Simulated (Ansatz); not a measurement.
Rigid-band transport of added carriers in Li$_{2}$Se — Ansatz, plane waves and PAW

Space group Fm-3m (No. 225), 3 atoms in the cell of the first input below: a = 4.246 Å, b = 4.246 Å, c = 4.246 Å, α = 60.00°, β = 60.00°, γ = 60.00°.

The structure is a measured one, not always of the ambient phase, taken without relaxation (pressure 0.0 GPa with this functional, without spin–orbit coupling). Functional: PBE.

Spin–orbit coupling is left out. Kohn–Sham gap between the band edges found on a fine mesh: 2.98 eV.

Levels at points 0.012 Å⁻¹ about the band edges give the masses:

```yaml
crystal:
  lattice:
    - [0.0, 3.0024997683, 3.0024997683]
    - [3.0024997683, 0.0, 3.0024997683]
    - [3.0024997683, 3.0024997683, 0.0]
  atoms:
    - { symbol: Li, position: [0.25, 0.25, 0.25] }
    - { symbol: Li, position: [0.75, 0.75, 0.75] }
    - { symbol: Se, position: [0.0, 0.0, 0.0] }
basis:
  ecutwfc: 420
  ecutrho_ratio: 4
kpoints:
  mp_grid: { grid: [10, 10, 10] }
hamiltonian:
  xc: pbe
scf:
  occupations: { method: gaussian, width: 0.05 }
output:
  forces: true
  stress: true
  eigenvalues: true
  eigenstates:
    kpoints:
      - [0.0, 0.0, 0.0]
      - [0.0, 0.005734352, 0.005734352]
      - [0.0, -0.005734352, -0.005734352]
      - [0.005734352, 0.0, 0.005734352]
      - [-0.005734352, 0.0, -0.005734352]
      - [0.005734352, 0.005734352, 0.0]
      - [-0.005734352, -0.005734352, 0.0]
      - [0.004054799, 0.004054799, 0.008109599]
      - [-0.004054799, -0.004054799, -0.008109599]
      - [0.004054799, 0.008109599, 0.004054799]
      - [-0.004054799, -0.008109599, -0.004054799]
      - [0.008109599, 0.004054799, 0.004054799]
      - [-0.008109599, -0.004054799, -0.004054799]
      - [0.00662146, 0.00662146, 0.00662146]
      - [-0.00662146, -0.00662146, -0.00662146]
      - [0.0, -0.5, -0.5]
      - [0.0, -0.494265648, -0.494265648]
      - [0.0, -0.505734352, -0.505734352]
      - [0.005734352, -0.5, -0.494265648]
      - [-0.005734352, -0.5, -0.505734352]
      - [0.005734352, -0.494265648, -0.5]
      - [-0.005734352, -0.505734352, -0.5]
      - [0.004054799, -0.495945201, -0.491890401]
      - [-0.004054799, -0.504054799, -0.508109599]
      - [0.004054799, -0.491890401, -0.495945201]
      - [-0.004054799, -0.508109599, -0.504054799]
      - [0.008109599, -0.495945201, -0.495945201]
      - [-0.008109599, -0.504054799, -0.504054799]
      - [0.00662146, -0.49337854, -0.49337854]
      - [-0.00662146, -0.50662146, -0.50662146]
    de_dk: true
    e_range: [-2.090409699896, 2.090409699894]
```

```bash
ansatz run input.yaml --threads 4 --pin off --max-ram 9216MiB --backend cpu --events-out ev --progress --plain --runs-dir out
```

Time: 1.2 s on 4 threads of Arm Neoverse V1 (shared host), peak memory 0.35 GiB.

Edges at k = (0.000, 0.000, 0.000) and (0.000, -0.500, -0.500); masses in electron masses along fixed Cartesian directions (which need not be the axes of a valley), negative for hole-like bands, for at most the three nearest levels of the same spin at these k-points, within 0.3 eV:

```json
{"edge": "valence", "band": "1", "from the edge (meV)": "0", "degeneracy": "3", "x": "-0.825", "y": "-0.825", "z": "-0.825", "111": "-1.948"}
{"edge": "valence", "band": "2", "from the edge (meV)": "0", "degeneracy": "3", "x": "-0.825", "y": "-0.825", "z": "-0.825", "111": "-1.948"}
{"edge": "valence", "band": "3", "from the edge (meV)": "0", "degeneracy": "3", "x": "-0.362", "y": "-0.362", "z": "-0.362", "111": "-0.240"}
{"edge": "conduction", "band": "1", "from the edge (meV)": "0", "degeneracy": "1", "x": "0.628", "y": "0.316", "z": "0.316", "111": "0.378"}
```

These curvatures agree with the slopes at the same points. They hold at the edge alone, and further out the bands need not be parabolic. Degenerate bands can be warped: each is named by its order in energy along a direction and has no mass tensor of its own.

The states of the whole zone with their velocity products:

```yaml
crystal:
  lattice:
    - [0.0, 3.0024997683, 3.0024997683]
    - [3.0024997683, 0.0, 3.0024997683]
    - [3.0024997683, 3.0024997683, 0.0]
  atoms:
    - { symbol: Li, position: [0.25, 0.25, 0.25] }
    - { symbol: Li, position: [0.75, 0.75, 0.75] }
    - { symbol: Se, position: [0.0, 0.0, 0.0] }
basis:
  ecutwfc: 420
  ecutrho_ratio: 4
kpoints:
  mp_grid: { grid: [10, 10, 10] }
hamiltonian:
  xc: pbe
scf:
  occupations: { method: gaussian, width: 0.05 }
output:
  forces: true
  stress: true
  eigenvalues: true
  states_by_energy: { minimum_broadening: 0.05 }
```

```bash
ansatz run input.yaml --threads 4 --pin off --max-ram 9216MiB --backend cpu --events-out ev --progress --plain --runs-dir out
```

Time: 72 s on 4 threads of Arm Neoverse V1 (shared host), peak memory 0.96 GiB.

From that table, at a constant relaxation time τ with Fermi–Dirac weights and rigid bands:

```
T (K)  doping (cm⁻³)  μ − E_F (eV)  σ_xx/τ (10²⁰/Ω m s)  S_xx (μV/K)  Lorenz (10⁻⁸ V²/K²)  ħω_p,xx (eV)
  600         n 1e19         1.406              0.00713         -363                 1.86         0.187
  600         p 1e19        -1.299              0.00268          528                 1.78         0.115
  600         n 1e20         1.553               0.0705         -177                 1.98         0.587
  600         p 1e20        -1.422               0.0267          331                 1.80         0.361
  600         n 1e21         1.894                0.648          -54                 2.36         1.781
  600         p 1e21        -1.580                0.256          149                 1.98         1.118
  900         n 1e19         1.312              0.00698         -416                 1.87         0.185
  900         p 1e19        -1.155              0.00254          582                 1.81         0.111
  900         n 1e20         1.514               0.0692         -225                 1.94         0.582
  900         p 1e20        -1.336               0.0253          384                 1.82         0.352
  900         n 1e21         1.883                0.643          -80                 2.27         1.774
  900         p 1e21        -1.545                0.245          196                 1.93         1.094
```

Which of the dopings listed at 600 K has the largest power factor S²σ/τ along x?

n 1e19: 0.94, p 1e19: 0.75, n 1e20: 2.2, p 1e20: 2.9, n 1e21: 1.9, p 1e21: 5.7 (10¹¹ W/m K² s), so p 1e21 cm⁻³, if τ is the same for all.

Caveats: crystals with gaps this wide can seldom be doped to such densities with both signs of carrier, so the rows show what the bands would give; melting, decomposition and changes of phase at these temperatures weren't checked; no scattering is computed, and the gap isn't corrected; spin–orbit coupling, left out, splits the Se p valence bands by some tenths of an eV, so hole masses, degeneracies and p rows are those of the unsplit bands.
